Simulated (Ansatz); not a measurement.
## CdSe: equation of state with BLYP+D4

Crystal: CdSe.

```
CELL_PARAMETERS angstrom
0.00000 3.07027 3.07027
3.07027 0.00000 3.07027
3.07027 3.07027 0.00000
ATOMIC_POSITIONS crystal
Cd 0.00000 0.00000 0.00000
Se 0.25000 0.25000 0.25000
```

Measurements of this composition are mostly on another form, of space group No. 186.

| Item | Value |
| --- | --- |
| Program | Ansatz 0.2.0 |
| Task | equation of state |
| Functional | BLYP |
| Dispersion | D4 |
| Potentials or basis | Ansatz PAW |
| Cutoff | 420 eV |
| Density cutoff | 1680 eV |
| k mesh | 8 × 8 × 8 |
| Occupations | fermi-dirac, width 0.05 eV |
| Spin | no spin polarisation |

* Equilibrium volume: 29.03 Å³/atom
* Bulk modulus: 48 GPa
* Pressure derivative of the bulk modulus: 4.8

Energy against volume, from the lowest point:
| volume (Å³/atom) | energy (meV/atom) |
| --- | --- |
| 27.206 | 19.41 |
| 27.784 | 8.67 |
| 28.363 | 2.36 |
| 28.942 | 0.00 |
| 29.521 | 1.14 |
| 30.100 | 5.43 |
| 30.679 | 12.51 |

All runs of the series together: 7.2 s on 2 threads of Intel(R) Xeon(R) 6975P-C (Granite Rapids) (shared host).

Caveat: the potentials were made for another functional, which shifts forces and pressure.
